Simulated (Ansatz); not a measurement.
# ZrS under changes of volume

One of the cells (18.088 Å³/atom); the others are scaled copies at fixed shape and fractional positions:

```
CELL_PARAMETERS angstrom
0.00000 2.62500 2.62500
2.62500 0.00000 2.62500
2.62500 2.62500 0.00000
ATOMIC_POSITIONS crystal
Zr 0.00000 0.00000 0.00000
S 0.50000 0.50000 0.50000
```

| Property | Result |
| --- | --- |
| Program | Ansatz 0.2.0 |
| Functional | r2SCAN |
| Potentials or basis | Ansatz PAW |
| Cutoff | 500 eV (not typed: the program's choice for these potentials) |
| k mesh | 9 × 9 × 9 |
| Occupations | fermi-dirac, width 0.05 eV |
| Spin | no spin polarisation |

```tsv
volume (Å³/atom)	energy over the lowest point (meV/atom)	pressure (GPa)
17.003	17.61	7.3
17.364	5.11	3.9
17.726	0.00	0.8
18.088	1.51	-2.0
18.450	8.96	-4.5
18.811	21.71	-6.7
19.173	?	?
```

**Question.** What does the run at 19.173 Å³/atom give?

**Answer.** Energy over the lowest point 39.20 meV/atom; pressure -8.7 GPa.

Worked out: A Birch-Murnaghan fit of order 3 (a polynomial in V^(-2/3)) to the other rows has its minimum at 17.82 Å³/atom with B0 = V·E''(V) = 140 GPa and B' = 4.4. It gives 39.25 meV/atom at 19.173 Å³/atom, against the run's 39.20, and -dE/dV = -8.7 GPa, against -8.7.

Energies are extrapolated to zero smearing.

Caveats: the PAW data sets come from PBE, with cores solved anew for the run's functional, which leaves a small shift of forces and pressure.
